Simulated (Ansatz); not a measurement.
**Could AlO$_{2}$ exist in this structure?**

Plane-wave DFT in Ansatz with scalar-relativistic PAW potentials. The crystal relaxes under PBE to Pnma with a = 9.349 Å, b = 2.917 Å, c = 4.820 Å, 10.95 Å³/atom. Collinear spin; the largest site moment is 0.83 μB.

```
Al O
1.0
     9.34907    0.00000    0.00000
     0.00000    2.91696    0.00000
     0.00000    0.00000    4.82040
Al O
4 8
Direct
  0.16290 0.25000 0.95796
  0.83710 0.75000 0.04204
  0.33710 0.75000 0.45796
  0.66290 0.25000 0.54204
  0.77097 0.25000 0.23003
  0.22903 0.75000 0.76997
  0.72903 0.75000 0.73003
  0.27097 0.25000 0.26997
  0.96857 0.25000 0.84536
  0.03143 0.75000 0.15464
  0.53143 0.75000 0.34536
  0.46857 0.25000 0.65464
```

Problem. Test it against the elements, against displacements at the zone centre and against strain.

Solution.
- Energy over the elements: -2.126 eV/atom (PBE, standard states in the same functional, gases uncorrected)
- Optical modes at Γ: all 33 real, 55 to 814 cm⁻¹ (PBE, without the LO-TO term)
- Least eigenvalue of the elastic tensor: 48 GPa (PBEsol, smearing 0.20 eV on a cell relaxed with it; where the run has no gap this value hangs on mesh and smearing)

It passes all three tests. So it is a local minimum against everything tried and bound against the elements. Modes at other wave vectors, other structures and decomposition into other compounds weren't tested here. The modes and the tensor belong to cells relaxed at their own level (10.64 Å³/atom for the tensor), not to the cell shown.